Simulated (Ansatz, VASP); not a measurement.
**One calculation of KF, two programs**

Contents of INCAR:

```
  PREC = Accurate
  ENCUT = 520
  EDIFF = 1E-6
  ISMEAR = -1
  SIGMA = 0.02
  LREAL = False
  LASPH = True
  NELM = 100
  ALGO = Normal
  ISIF = 2
  LWAVE = False
  LCHARG = False
  GGA = CA
  NBANDS = 15
```

File KPOINTS:

```
Automatic mesh
0
Gamma
  9 9 9
```

File POSCAR:

```
KF
1.0
    3.2805381124      0.0000000000      0.0000000000
    0.0000000000      3.2805381124      0.0000000000
    0.0000000000      0.0000000000      3.2805381124
K F
1 1
Direct
    0.0000000000      0.0000000000      0.0000000000
    0.5000000000      0.5000000000      0.5000000000
```

Input for Ansatz:

```yaml
crystal:
  lattice:
    - [3.2805381124, 0.0, 0.0]
    - [0.0, 3.2805381124, 0.0]
    - [0.0, 0.0, 3.2805381124]
  atoms:
    - { symbol: K, position: [0.0, 0.0, 0.0] }
    - { symbol: F, position: [0.5, 0.5, 0.5] }
kpoints:
  mp_grid: { grid: [9, 9, 9] }
scf:
  occupations: { method: fermi_dirac, width: 0.02 }
hamiltonian:
  xc: lda
  pseudopotentials: { kind: all_electron, lapw: { basis_error: 0.0005 } }
output:
  forces: true
  stress: true
  eigenvalues: true
```

Change from the starting cell: volume scaled by 1.02.

Alike in both runs: task single point; functional LDA; k mesh 9 × 9 × 9; occupations fermi-dirac, width 0.02 eV; no spin polarisation.

```csv
,VASP,Ansatz
version,VASP 6.6.1,Ansatz 0.2.0
potentials or method,"VASP PAW LDA potentials, release 64 (K_sv, F)","all-electron LAPW, scalar-relativistic"
plane-wave cutoff (eV),520,see its input
```

```csv
,VASP,Ansatz,Ansatz less VASP
gap on the k mesh at the Fermi level (eV),5.79,5.79,+0.006
pressure (GPa),-6.1,-6.1,-0.04
```

Ansatz ran all-electron here, so the differences hold the error of VASP's frozen core and of both bases.

Caveats: an odd mesh through Γ misses points on the zone boundary, where band edges often lie.
